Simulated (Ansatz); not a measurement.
## Band structure of HgSe

```
CELL_PARAMETERS angstrom
0.00000 3.09633 3.09633
3.09633 0.00000 3.09633
3.09633 3.09633 0.00000
ATOMIC_POSITIONS crystal
Hg 0.00000 0.00000 0.00000
Se 0.25000 0.25000 0.25000
```

Atoms are numbered in the order listed.

The cell is the one relaxed in the Materials Project (mp-820), not relaxed further here; entries there can be hypothetical.

Spin–orbit coupling is left out, though it moves levels of the heavy atoms by tenths of an eV or more.

Theory: Ansatz 0.2.0, DFT, PBEsol, all-electron LAPW, scalar-relativistic.

The runs use a Γ-centred 10×10×10 k mesh, Fermi–Dirac smearing of 0.05 eV, basis error target 0.25 meV/atom, no spin polarisation.

Points in fractions of the reciprocal vectors of this cell: Γ (0, 0, 0), X (-0.5, -0.5, 0), U (-0.375, -0.375, 0.25), K (-0.375, 0, 0.375), L (0, 0, 0.5), W (-0.5, -0.25, 0.25). The path joins them by straight lines in the order Γ–X–U–K–Γ–L–W–X; legs that retrace an earlier one aren't tabulated. Energies are in eV from the Fermi level.

(1) Metal or insulator at this level of theory?

(2) Tabulate bands 32 to 37, counted from the lowest band of the run, along the path.

Answers

(1) No gap opens: metallic or semimetallic.

(2) 
```tsv
k (1/Å)	point	band 32	band 33	band 34	band 35	band 36	band 37
0.00	Γ	-1.18	-0.09	-0.09	-0.09	5.41	5.41
0.14		-1.57	-0.22	-0.22	0.33	5.04	5.57
0.29		-2.22	-0.56	-0.56	1.05	4.38	6.02
0.43		-2.90	-1.00	-1.00	1.74	3.77	6.66
0.58		-3.56	-1.45	-1.45	2.27	3.34	7.43
0.72		-4.19	-1.84	-1.84	2.53	3.08	7.60
0.87		-4.70	-2.09	-2.09	2.59	2.96	7.91
1.01	X	-4.95	-2.19	-2.19	2.59	2.92	8.09
1.07		-4.95	-2.21	-2.18	2.61	2.95	8.07
1.12		-4.96	-2.27	-2.15	2.64	3.05	8.02
1.17		-4.98	-2.37	-2.11	2.68	3.23	7.94
1.22		-5.01	-2.47	-2.05	2.70	3.47	7.86
1.27		-5.03	-2.58	-1.98	2.72	3.75	7.79
1.32		-5.06	-2.67	-1.90	2.73	4.04	7.74
1.37	U	-5.07	-2.74	-1.80	2.74	4.31	7.65
1.46		-5.07	-2.74	-1.80	2.80	4.47	7.14
1.55		-5.06	-2.70	-1.87	2.96	4.69	6.45
1.64		-5.05	-2.65	-1.94	3.08	4.96	5.90
1.73		-5.05	-2.65	-1.94	3.08	4.96	5.90
1.82		-5.06	-2.70	-1.87	2.96	4.69	6.45
1.91		-5.07	-2.74	-1.80	2.80	4.47	7.14
1.99	K	-5.07	-2.74	-1.80	2.74	4.31	7.65
2.15		-4.94	-2.75	-1.47	2.66	4.92	6.81
2.30		-4.53	-2.45	-1.10	2.40	5.30	5.94
2.46		-3.93	-1.93	-0.74	1.97	5.24	5.70
2.61		-3.20	-1.29	-0.45	1.45	4.84	5.98
2.76		-2.40	-0.67	-0.24	0.87	4.80	5.68
2.92		-1.63	-0.24	-0.13	0.28	5.12	5.48
3.07	Γ	-1.18	-0.09	-0.09	-0.09	5.41	5.41
3.20		-1.50	-0.14	-0.14	0.16	5.22	5.48
3.32		-2.15	-0.27	-0.27	0.54	4.99	5.66
3.45		-2.88	-0.45	-0.45	0.81	5.02	5.88
3.57		-3.63	-0.65	-0.65	0.94	5.37	6.04
3.70		-4.34	-0.82	-0.82	0.96	5.93	6.12
3.82		-4.96	-0.93	-0.93	0.95	6.13	6.13
3.95	L	-5.28	-0.97	-0.97	0.94	6.13	6.13
4.05		-5.25	-1.18	-1.01	1.17	5.93	6.20
4.15		-5.19	-1.62	-1.13	1.65	5.57	6.30
4.26		-5.11	-2.08	-1.33	2.18	5.27	6.18
4.36		-5.05	-2.43	-1.59	2.65	5.10	5.97
4.46		-5.04	-2.62	-1.88	3.03	5.03	5.81
4.56		-5.08	-2.64	-2.16	3.26	5.00	5.81
4.67	W	-5.11	-2.58	-2.32	3.34	4.98	5.86
4.74		-5.10	-2.56	-2.32	3.30	4.70	6.18
4.81		-5.08	-2.51	-2.30	3.19	4.24	6.77
4.88		-5.05	-2.43	-2.27	3.03	3.81	7.42
4.96		-5.01	-2.34	-2.24	2.87	3.44	7.79
5.03		-4.98	-2.26	-2.21	2.72	3.15	7.95
5.10		-4.95	-2.21	-2.19	2.63	2.98	8.05
5.17	X	-4.95	-2.19	-2.19	2.59	2.92	8.09
```
